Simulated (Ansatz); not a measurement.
**Structures of MnAs: which is lowest?**

Plane-wave DFT in Ansatz with scalar-relativistic PAW potentials, cutoff 420 eV, Γ-centred meshes chosen by cell and gap, Gaussian smearing with energies taken to zero width. Every cell was relaxed (cell and atoms) in a run of its own, within the symmetry of its start. Functional: PBE.

Relaxed structures (starts from databases or built by putting these elements on another compound's sites):
A. P6_3/mmc, 4 atoms in the computed cell, a = 3.656 Å, c = 5.503 Å; sites (symmetry × multiplicity) Mn -3m. × 2, As -6m2 × 2; start: database
B. Fm-3m, 2 atoms in the computed cell, a = 5.166 Å; sites (symmetry × multiplicity) Mn m-3m × 4, As m-3m × 4; start: built
C. P-6m2, 2 atoms in the computed cell, a = 3.232 Å, c = 3.225 Å; sites (symmetry × multiplicity) Mn -6m2 × 1, As -6m2 × 1; start: built
D. P6/mmm, 6 atoms in the computed cell, a = 5.179 Å, c = 3.921 Å; sites (symmetry × multiplicity) Mn mmm × 3, As -6m2 × 2 + 6/mmm × 1; start: built
E. F-43m, 2 atoms in the computed cell, a = 5.673 Å; sites (symmetry × multiplicity) Mn -43m × 4, As -43m × 4; start: built

Task: Rank them by energy. Could pressure change the order?

Result:
```tsv
structure	group	E − E(lowest) (meV/atom)	V (Å³/atom)	gap on mesh (eV)
A	P6_3/mmc	0.0	15.92	0.00
D	P6/mmm	136	15.18	0.00
C	P-6m2	146	14.59	0.00
B	Fm-3m	149	17.24	0.00
E	F-43m	412	22.82	0.00
```

A is lowest, 136 meV/atom under D. C is denser by 1.33 Å³/atom, so pressure favours it: ΔE/ΔV, with ΔE in eV and 1 eV/Å³ = 160.2 GPa, gives about 17 GPa for equal enthalpy if both cells were rigid; at such pressures compression changes ΔV much, so this is a scale only. Other structures may lie lower than all of these, and vibrations aren't counted.

Only parallel moments were tried here. Magnetic cells started from one order each; another order can shift an energy by tens of meV per atom.